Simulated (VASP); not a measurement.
# ZnS: convergence, vacuum levels of a slab or layer

ZnS, slab, 4 atoms in the cell. LDA; PAW potentials Zn, S (LDA set). VASP 6.6.1.

Wanted: face levels within 0.04 eV; energy within 2 meV/atom; forces within 0.02 eV/Å.

Crystal: ZnS, F-43m; Face: (1 1 1); Atomic planes: 4; Dipole correction: yes.

Face levels: vacuum level at each face, counted from the middle of the gap.

POSCAR of the starting run:
```
ZnS
1.0
    3.7453620199      0.0000000000      0.0000000000
   -1.8726810100      3.2435786557      0.0000000000
    0.0000000000      0.0000000000     18.8225941036
Zn S
2 2
Direct
    0.7500000000      0.8750000000      0.3984572986
    0.4166666667      0.2083333333      0.5609256208
    0.4166666667      0.2083333333      0.4390743792
    0.0833333334      0.5416666667      0.6015427014
```

The series start from vacuum (Å): 15; correction: LDIPOL, IDIPOL 3, DIPOL, AMIN 0.01; k spacing (1/Å): 0.3; Cutoff ENCUT (eV): 360; PREC: Accurate; ALGO: Normal. Each series keeps the choices made before it, and each single choice may use up half of a tolerance.

## Vacuum (Å)

| Vacuum (Å) | Face levels, largest deviation (eV) | Energy less reference (meV/atom) | Forces, largest deviation (eV/Å) | SCF iterations | Time (s) |
|---|---|---|---|---|---|
| 10 | 0.018 | -0.1 | 0.000 | 23 | 7.0 |
| 12 | 0.004 | -0.1 | 0.001 | 25 | 7.4 |
| 15 | 0.001 | 0.0 | 0.001 | 29 | 12 |
| 25 (reference) | 0.000 | 0.0 | 0.000 | 38 | 20 |

Chosen: 10, the loosest value from which every tighter one stays within half of the tolerance.

## Correction

| Correction | Face levels, largest deviation (eV) | Energy less reference (meV/atom) | Forces, largest deviation (eV/Å) | SCF iterations | Time (s) |
|---|---|---|---|---|---|
| LDIPOL, IDIPOL 3, DIPOL, AMIN 0.01 | 0.000 | 0.0 | 0.000 | 23 | 7.0 |
| LDIPOL, default AMIN | 0.000 | 0.0 | 0.000 | 25 | 7.3 |
| LDIPOL, no DIPOL | no result | no result | no result | 150 | 50 |
| IDIPOL 3 alone (energy only) | 1.677 | 13.8 | 0.058 | 22 | 6.5 |
| kernel truncation, coarsened | 0.036 | 0.2 | 0.001 | 25 | 11 |
| kernel truncation, full padding | 0.021 | 0.2 | 0.000 | 25 | 12 |

Chosen: LDIPOL, IDIPOL 3, DIPOL, AMIN 0.01; no other choice that stays within half of the tolerance saves 30 % of the time.

## k spacing (1/Å)

| k spacing (1/Å) | Face levels, largest deviation (eV) | Energy less reference (meV/atom) | Forces, largest deviation (eV/Å) | SCF iterations | Time (s) |
|---|---|---|---|---|---|
| 0.6 | 0.034 | 16.7 | 0.036 | 23 | 4.9 |
| 0.45 | 0.015 | 5.1 | 0.016 | 23 | 6.4 |
| 0.3 | 0.003 | 0.8 | 0.005 | 23 | 7.0 |
| 0.12 (reference) | 0.000 | 0.0 | 0.000 | 23 | 20 |

Chosen: 0.3.

## Cutoff ENCUT (eV)

| Cutoff ENCUT (eV) | Face levels, largest deviation (eV) | Energy less reference (meV/atom) | Forces, largest deviation (eV/Å) | SCF iterations | Time (s) |
|---|---|---|---|---|---|
| 280 | 0.003 | 5.1 | 0.006 | 24 | 5.3 |
| 320 | 0.003 | 0.4 | 0.002 | 24 | 6.7 |
| 360 | 0.002 | 0.4 | 0.002 | 23 | 7.0 |
| 500 (reference) | 0.000 | 0.0 | 0.000 | 23 | 12 |

Chosen: 320.

## PREC

| PREC | Face levels, largest deviation (eV) | Energy less reference (meV/atom) | Forces, largest deviation (eV/Å) | SCF iterations | Time (s) |
|---|---|---|---|---|---|
| Accurate | 0.000 | 0.0 | 0.000 | 24 | 6.7 |
| Normal | 0.021 | -0.2 | 0.010 | 23 | 3.3 |

Chosen: Accurate.

## ALGO

| ALGO | Face levels, largest deviation (eV) | Energy less reference (meV/atom) | Forces, largest deviation (eV/Å) | SCF iterations | Time (s) |
|---|---|---|---|---|---|
| Normal | 0.000 | 0.0 | 0.000 | 24 | 6.7 |
| Fast | 0.000 | 0.0 | 0.000 | 23 | 6.5 |
| All | 0.006 | 0.0 | 0.004 | 26 | 7.8 |

Chosen: Normal.

## All choices together

| Input | Face levels, largest deviation (eV) | Energy less reference (meV/atom) | Forces, largest deviation (eV/Å) | Time (s) |
|---|---|---|---|---|
| starting input without the dipole correction (naive) | 1.736 | -9.0 | 0.034 | 9.9 |
| chosen settings | 0.047 | 0.2 | 0.002 | 23 |
| reference settings throughout | 0.000 | 0.0 | 0.000 | 94 |

The tolerance is missed in the face levels, so this input isn't good enough yet.

Values of the reference run: Face levels: 6.612, 2.72 eV.

3 cheaper combinations failed this check first and made the worst setting one step tighter.

## The input

INCAR:
```
ALGO = Normal
AMIN = 0.01
DIPOL = 0.5 0.5 0.5
EDIFF = 1E-6
ENCUT = 360
GGA = CA
IDIPOL = 3
ISMEAR = 0
KPAR = 4
LASPH = True
LCHARG = False
LDIPOL = True
LREAL = False
LVACPOTAV = True
LVHAR = True
LWAVE = False
NELM = 150
PREC = Accurate
SIGMA = 0.1
```

KPOINTS:
```
Automatic mesh
0
Gamma
  17 17 1
  0 0 0
```

POSCAR:
```
ZnS
1.0
    3.7453620199      0.0000000000      0.0000000000
   -1.8726810100      3.2435786557      0.0000000000
    0.0000000000      0.0000000000     15.8225941036
Zn S
2 2
Direct
    0.7500000000      0.8750000000      0.3792045704
    0.4166666667      0.2083333333      0.5724772578
    0.4166666667      0.2083333333      0.4275227422
    0.0833333334      0.5416666667      0.6207954296
```

Commands:
```
cat potpaw_LDA.64/Zn/POTCAR potpaw_LDA.64/S/POTCAR > POTCAR
mpirun -np 4 vasp_std > vasp.out
```

Limits: The face is cut as in the bulk; no reconstruction is tried.

The chosen input took VASP 6.6.1 23 s on 4 cores (Intel Xeon Platinum 8375C @ 2.90GHz (Ice Lake)), a shared host.

## An input that fails: dipole correction along an axis in the plane

What the run shows: the program warns: no field-free region found.

Changes against the starting input:
```
- IDIPOL = 3
+ IDIPOL = 1
```
